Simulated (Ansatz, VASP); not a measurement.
# One calculation of PbS (Galena), two programs

```xyz
2
Lattice="0.0000 2.9657 2.9657 2.9657 0.0000 2.9657 2.9657 2.9657 0.0000" Properties=species:S:1:pos:R:3 pbc="T T T"
Pb    0.0000    0.0000    0.0000
S     2.9657    2.9657    2.9657
```

Alike in both runs: task relaxation of cell and atoms; functional revPBE; dispersion D3(BJ); k mesh 8 × 8 × 8; occupations fermi-dirac, width 0.05 eV; no spin polarisation.

```csv
,VASP,Ansatz
version,VASP 6.6.1,Ansatz 0.2.0
potentials or method,"VASP PAW PBE potentials, release 64 (Pb_d, S), cutoff 600 eV","all-electron LAPW, scalar-relativistic"
```

Ansatz gave:

* relaxed volume (Å³/atom): 25.90
* relaxed cell length with the largest relative difference (Å): 4.184

Task: Estimate VASP's values.

Result: Relaxed volume (Å³/atom): 25.88; relaxed cell length with the largest relative difference (Å): 4.183.

Ansatz ran all-electron here, so the differences hold the error of VASP's frozen core and of both bases.

Caveats: the PAW data sets were made with another functional, which shifts forces and pressure a little (VASP).
